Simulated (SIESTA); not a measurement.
# Zn under changes of volume

One of the cells (15.636 Å³/atom); the others are scaled copies at fixed shape and fractional positions:

```
Zn
1.0
     2.68768    0.00000    0.00000
    -1.34384    2.32760    0.00000
     0.00000    0.00000    4.99889
Zn
2
Direct
  0.66667 0.33333 0.75000
  0.33333 0.66667 0.25000
```

| Quantity | Value |
| --- | --- |
| Program | SIESTA 5.4.2 |
| Functional | PBE |
| Potentials or basis | PseudoDojo 0.4 standard (PBE files) |
| Basis | DZP (energy shift 0.003 Ry; two zetas on semicore shells) |
| Grid cutoff | 800 Ry |
| Energy shift | 0.003 Ry |
| k mesh | 11 × 11 × 6 |
| Occupations | fermi-dirac, width 0.05 eV |
| Spin | no spin polarisation |

```tsv
volume (Å³/atom)	energy over the lowest point (meV/atom)	pressure (GPa)
14.410	2.56	2.0
14.716	0.00	0.6
15.023	1.21	-1.9
15.636	15.78	-4.7
15.943	?	?
16.249	39.11	-8.0
```

Q: What does the run at 15.943 Å³/atom give?

A: Energy over the lowest point 25.63 meV/atom; pressure -5.8 GPa.

Worked out: A Birch-Murnaghan fit of order 3 (a polynomial in V^(-2/3)) to the other rows has its minimum at 14.74 Å³/atom with B0 = V·E''(V) = 117 GPa (rough, since the energies scatter) at fixed shape and positions, which overstates the stiffness. It gives 26.57 meV/atom at 15.943 Å³/atom, against the run's 25.63, and -dE/dV = -6.2 GPa, against -5.8.

Energies are extrapolated to zero smearing.

Caveats: short orbitals over semicore shells can move pressures by several GPa; the basis of atomic orbitals isn't converged, which shifts pressures, moduli and gaps.
